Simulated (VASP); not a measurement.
# VASP 6.6.1 run: KI

INCAR

```
LCHARG = .FALSE.
IBRION = -1
ENCUT = 520
EDIFF = 1E-7
PREC = Accurate
ISMEAR = 0
SIGMA = 0.01
NSW = 0
ISIF = 2
NELM = 120
ISYM = 1
GGA = CA
NBANDS = 15
LASPH = .TRUE.
LREAL = .FALSE.
LWAVE = .FALSE.
```

KPOINTS

```
KPOINTS created by Atomic Simulation Environment
0
Gamma
6 6 6
0 0 0
```

POSCAR

```
K  I
 1.0000000000000000
    -0.0000000000000000    3.5442849964056475    3.5442849964056475
     3.5442849964056475   -0.0000000000000000    3.5442849964056475
     3.5442849964056475    3.5442849964056475   -0.0000000000000000
 K   I
   1   1
Cartesian
 -0.0000000000000000 -0.0000000000000000 -0.0000000000000000
  3.5442849964056471  3.5442849964056471  3.5442849964056471
```

The recommended LDA PAW datasets give the neutral cell 16 valence electrons.

Command

```
mpirun -np 1 vasp_std
```

OSZICAR

```
N       E                     dE             d eps       ncg     rms          rms(c)
DAV:   1     0.928390917674E+02    0.92839E+02   -0.64134E+03   480   0.907E+02
DAV:   2    -0.216308363437E+00   -0.93055E+02   -0.86130E+02   606   0.226E+02
DAV:   3    -0.593813031251E+01   -0.57218E+01   -0.56912E+01   627   0.458E+01
DAV:   4    -0.622364569217E+01   -0.28552E+00   -0.28541E+00   848   0.978E+00
DAV:   5    -0.622523629115E+01   -0.15906E-02   -0.15905E-02   648   0.748E-01    0.317E+00
DAV:   6    -0.613734627411E+01    0.87890E-01   -0.82548E-02   620   0.184E+00    0.222E+00
DAV:   7    -0.612110430134E+01    0.16242E-01   -0.80557E-02   613   0.153E+00    0.842E-01
DAV:   8    -0.612168349374E+01   -0.57919E-03   -0.12075E-02   578   0.792E-01    0.279E-01
DAV:   9    -0.612157169270E+01    0.11180E-03   -0.32955E-04   670   0.112E-01    0.182E-01
DAV:  10    -0.612156267378E+01    0.90189E-05   -0.42494E-04   606   0.948E-02    0.101E-01
DAV:  11    -0.612155688360E+01    0.57902E-05   -0.77892E-05   602   0.520E-02    0.366E-02
DAV:  12    -0.612155674514E+01    0.13846E-06   -0.29343E-06   663   0.107E-02    0.160E-02
DAV:  13    -0.612155661276E+01    0.13238E-06   -0.38160E-07   629   0.358E-03    0.827E-03
DAV:  14    -0.612155651336E+01    0.99398E-07   -0.33442E-07   620   0.271E-03
   1 F= -.61215565E+01 E0= -.61215565E+01  d E =-.117647E-16
```

From OUTCAR

```
k-points           NKPTS =     16   k-points in BZ     NKDIM =     16   number of bands    NBANDS=     15

   NELECT =      16.0000    total number of electrons

   dimension x,y,z NGX =    40 NGY =   40 NGZ =   40
   dimension x,y,z NGXF=    80 NGYF=   80 NGZF=   80

  energy-cutoff  :      520.00
  volume of cell :       89.05
      direct lattice vectors                 reciprocal lattice vectors
     0.000000000  3.544284996  3.544284996    -0.141072177  0.141072177  0.141072177
     3.544284996  0.000000000  3.544284996     0.141072177 -0.141072177  0.141072177
     3.544284996  3.544284996  0.000000000     0.141072177  0.141072177 -0.141072177

 k-points in reciprocal lattice and weights: KPOINTS created by Atomic Simulation Env
   0.00000000  0.00000000  0.00000000       0.005
   0.16666667  0.00000000  0.00000000       0.037
   0.33333333  0.00000000  0.00000000       0.037
   0.50000000  0.00000000  0.00000000       0.019
   0.16666667  0.16666667  0.00000000       0.028
   0.33333333  0.16666667  0.00000000       0.111
   0.50000000  0.16666667  0.00000000       0.111
  -0.33333333  0.16666667  0.00000000       0.111
   ...

 E-fermi :  -0.6210

 k-point     1 :       0.0000    0.0000    0.0000
  band No.  band energies     occupation
      1     -28.8299      2.00000
      2     -12.5532      2.00000
      3     -12.5532      2.00000
      4     -12.5532      2.00000
      5     -11.2317      2.00000
      6      -0.6754      2.00000
      7      -0.6754      2.00000
      8      -0.6754      2.00000
      9       2.9181      0.00000
     10       5.6114      0.00000
     11       5.6114      0.00000
     12       5.6114      0.00000
     13       6.3632      0.00000
     14       6.3632      0.00000
     15       8.7882      0.00000

 k-point     2 :       0.1667    0.0000    0.0000
  band No.  band energies     occupation
      1     -28.8293      2.00000
      2     -12.5987      2.00000
      3     -12.5538      2.00000
      4     -12.5538      2.00000
      5     -11.1551      2.00000
      6      -1.1170      2.00000
      7      -0.7682      2.00000
      8      -0.7682      2.00000
      9       3.5612      0.00000
     10       5.5156      0.00000
     11       5.9018      0.00000
     12       5.9018      0.00000
     13       6.6756      0.00000
     14       6.6756      0.00000
     15       9.6800      0.00000

 k-point     3 :       0.3333    0.0000    0.0000
  band No.  band energies     occupation
      1     -28.8282      2.00000
      2     -12.6784      2.00000
      3     -12.5552      2.00000
      4     -12.5552      2.00000
      5     -11.0115      2.00000
      6      -1.7718      2.00000
      7      -0.9397      2.00000
      8      -0.9397      2.00000
      9       4.3682      0.00000
     10       6.0639      0.00000
     11       6.6074      0.00000
     12       6.6074      0.00000
     13       7.4848      0.00000
     14       7.4848      0.00000
     15       8.6976      0.00000

 ...

  Total       -0.7591897     -0.7591897     -0.7591897      0.0000000      0.0000000     -0.0000000
  in kB      -13.6598208    -13.6598208    -13.6598208      0.0000000      0.0000000     -0.0000000
  external PRESSURE =     -13.6598208 kB  Pullay stress =       0.0000000 kB

 POSITION                                       TOTAL-FORCE (eV/Angst)
 -----------------------------------------------------------------------------------
      0.00000      0.00000      0.00000        -0.000000      0.000000     -0.000000
      3.54428      3.54428      3.54428         0.000000     -0.000000      0.000000
 -----------------------------------------------------------------------------------
    total drift:                                0.000000     -0.000000     -0.000000

  FREE ENERGIE OF THE ION-ELECTRON SYSTEM (eV)
  ---------------------------------------------------
  free  energy   TOTEN  =        -6.1215565134 eV

  energy  without entropy=       -6.1215565134  energy(sigma->0) =       -6.12155651
```

It converged. Results: gap between bands v and c on the k mesh 3.59 eV; least direct gap on the k mesh 3.59 eV; pressure -1.4 GPa. Band v is the last that the valence electrons fill when counted band by band, and c is the next.

For comparison, a separate LDA run of the intended cell, on usual settings and not on those above, gives a gap of 3.59 eV on its mesh and a pressure of -1.4 GPa.

The run above took about 26 s on one core of a shared host (Intel Xeon Platinum 8488C) and held 0.2 GiB at most.
